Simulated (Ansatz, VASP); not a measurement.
One calculation of MgB2, two programs

The input POSCAR:

```
MgB2
1.0
    3.0721480083      0.0000000000      0.0000000000
   -1.5360740041      2.6605582194      0.0000000000
    0.0000000000      0.0000000000      3.4993583942
Mg B
1 2
Direct
    0.0000000000      0.0000000000      0.0000000000
    0.3333333333      0.6666666667      0.5000000000
    0.6666666667      0.3333333333      0.5000000000
```

File INCAR.step1:

```
SYSTEM = MgB2
PREC     = Accurate       ! precision mode
ENCUT    = 520            ! plane-wave cutoff, eV
ISMEAR   = 0              ! smearing method
SIGMA    = 0.05           ! smearing width, eV
LREAL    = .FALSE.        ! projectors in reciprocal space
LASPH    = .TRUE.         ! aspherical terms in the spheres
NELM     = 100            ! most SCF steps
NBANDS   = 11             ! bands
GGA      = PE             ! functional
ALGO     = Normal         ! electronic algorithm
EDIFF    = 1E-4           ! SCF threshold, eV
LWAVE    = .TRUE.         ! write WAVECAR
LCHARG   = .FALSE.        ! write CHGCAR
```

File INCAR.step2:

```
SYSTEM = MgB2
PREC     = Accurate       ! precision mode
ENCUT    = 520            ! plane-wave cutoff, eV
EDIFF    = 1E-7           ! SCF threshold, eV
ISMEAR   = 0              ! smearing method
SIGMA    = 0.05           ! smearing width, eV
LREAL    = .FALSE.        ! projectors in reciprocal space
LASPH    = .TRUE.         ! aspherical terms in the spheres
NELM     = 100            ! most SCF steps
ALGO     = Normal         ! electronic algorithm
ISIF     = 2              ! what is computed and relaxed
LWAVE    = .FALSE.        ! write WAVECAR
LCHARG   = .FALSE.        ! write CHGCAR
METAGGA  = R2SCAN         ! meta-GGA
LMIXTAU  = .TRUE.       
NBANDS   = 11             ! bands
ISTART   = 1
```

File KPOINTS:

```
Automatic mesh
0
G
  12 12 10
  0 0 0
```

Input for Ansatz:

```yaml
crystal:
  lattice:
    - [3.072148008315, -2.886758726671e-11, 0.0]
    - [-1.536074004133, 2.660558219401, 0.0]
    - [0.0, 0.0, 3.4993583942]
  atoms:
    - { symbol: Mg, position: [0.0, 0.0, 0.0] }
    - { symbol: B, position: [0.3333333333333, 0.6666666666667, 0.5] }
    - { symbol: B, position: [0.6666666666667, 0.3333333333333, 0.5] }
basis:
  ecutwfc: 500
  ecutrho_ratio: 4
kpoints:
  mp_grid: { grid: [12, 12, 10] }
hamiltonian:
  xc: r2scan
scf:
  occupations: { method: gaussian, width: 0.05 }
  algorithm: direct_min
output:
  forces: true
  stress: true
```

Alike in both runs: task single point; functional r2SCAN; k mesh 12 × 12 × 10; occupations gaussian, width 0.05 eV; no spin polarisation.

|  | VASP | Ansatz |
| --- | --- | --- |
| version | VASP 6.6.1 | Ansatz 0.2.0 |
| potentials or method | VASP PAW PBE potentials, release 64 (Mg, B) | scalar-relativistic, plane waves, PAW |
| plane-wave cutoff (eV) | 520 | 500 |
| valence electrons in the cell | 8 | 16 |

|  | VASP | Ansatz | Ansatz less VASP |
| --- | --- | --- | --- |
| gap on the k mesh at the Fermi level (eV) | none | none | - |
| pressure (GPa) | -0.5 | 0.0 | +0.42 |
| largest component of the traceless stress (GPa) | 0.14 | 0.07 | -0.076 |

A gap of «none» marks a metal or a gap that the smearing closes. With one functional, cell and mesh, what is left measures potentials, basis and numerics. The two sets of potentials don't hold the same shells in valence.

Caveats: the PAW data sets were made with another functional, which shifts forces and pressure a little (VASP).
